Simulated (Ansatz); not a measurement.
Start of a relaxation of Be2S:

```cif
data_structure
_symmetry_space_group_name_H-M 'P 1'
_symmetry_Int_Tables_number 1
_cell_length_a 4.4789
_cell_length_b 4.4789
_cell_length_c 4.4789
_cell_angle_alpha 103.525
_cell_angle_beta 103.525
_cell_angle_gamma 122.159
_cell_volume 66.58
loop_
_atom_site_label
_atom_site_type_symbol
_atom_site_fract_x
_atom_site_fract_y
_atom_site_fract_z
_atom_site_occupancy
Be1 Be 0.28755 0.17900 0.43727 1
Be2 Be 0.85028 0.28755 0.10855 1
Be3 Be 0.74173 0.85028 0.56273 1
Be4 Be 0.17900 0.74173 0.89145 1
S1 S 0.74053 0.74053 0.00000 1
S2 S 0.20092 0.20092 0.00000 1
```

Computed with DFT PBE, scalar-relativistic, plane waves, PAW (Ansatz). Cutoff 420 eV, Gaussian smearing, Γ-centred meshes. Cell and atoms relax first on a coarse mesh and then on a finer one. In between, the cell is made exact in the group found at 0.06 Å. In metals the finer mesh still leaves noise of several meV/atom or more. The steps can't lower the symmetry of their start. No spin polarisation.

A guess keeps its type if space group and coordination stay and the shape of the cell changes little (axis ratios within about 15 %, angles within 6°); the volume may change.

Question: Does this structure survive the relaxation?

Answer: It doesn't keep its type. The symmetry goes from I4 (No. 79) to I4/mcm (No. 140). The volume per atom grows by 0.9 %, from 11.1 to 11.2 Å³. The shortest distance goes from 1.94 Å (Be–S) to 2.32 Å (Be–S). Counting neighbours within 15 % of an atom's shortest distance, the start has Be 2, S 5 and the end Be 9, S 8. In detail, at the end around Be lie 4 S at 2.32 Å and 5 Be at 2.36–2.38 Å; S has 8 Be at 2.32 Å.

```xyz
6
Lattice="-2.2943 2.2943 3.1898 2.2943 -2.2943 3.1898 2.2943 2.2943 -3.1898" Properties=species:S:1:pos:R:3 pbc="T T T"
Be    0.8361    1.4582    0.0000
Be   -0.8361    1.4582    3.1898
Be    1.4582    0.8361    3.1898
Be    3.1303    0.8361    0.0000
S     0.0000    0.0000    4.7848
S     0.0000    0.0000    1.5949
```

The last run used a 12×12×12 mesh for its 6-atom cell and Gaussian smearing of 0.10 eV. A structure relaxed within its symmetry needn't be a true minimum.
